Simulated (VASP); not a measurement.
Set up this calculation in VASP 6.6.1, as the native input.

```
Task                   : single point
Functional             : PBE
Potentials or basis    : VASP PAW PBE potentials, release 64 (Cu)
Cutoff                 : 520 eV
k mesh                 : 12 × 12 × 12
Occupations            : gaussian, width 0.1 eV
Spin                   : no spin polarisation
Further INCAR settings : ALGO = Normal; EDIFF = 1e-07
```

The structure of Cu lies in POSCAR:

```
Cu                                      
1.0
   -0.0000000000      1.8168264362      1.8168264362
    1.8168264362      0.0000000000      1.8168264362
    1.8168264362      1.8168264362     -0.0000000000
  Cu            
     1
Direct
     0.0000000000000000    1.0000000000000000    1.0000000000000000
```

The input as run:

INCAR

```
SYSTEM = Cu
ALGO = Normal
EDIFF = 1E-7
ENCUT = 520
GGA = PE
ISIF = 2
ISMEAR = 0
LASPH = .True.
LCHARG = .False.
LREAL = .False.
LWAVE = .False.
NELM = 100
PREC = Accurate
SIGMA = 0.1
```

KPOINTS

```
k-points
0
Gamma
  12 12 12
  0 0 0
```

Potentials or basis: VASP PAW PBE potentials, release 64 (Cu).

Command:

```bash
$ cat potpaw_PBE.64/Cu/POTCAR > POTCAR
$ mpirun -np 1 vasp_std > vasp.out
```

It gave:

```json
{"Pressure": "0.0 GPa", "Band gap on the k mesh": "none (metal or under the smearing width)"}
```

It took 18 s on 1 thread of AMD EPYC 7R43 64-Core Processor (Zen 3) (shared host), peak memory 0.09 GiB.
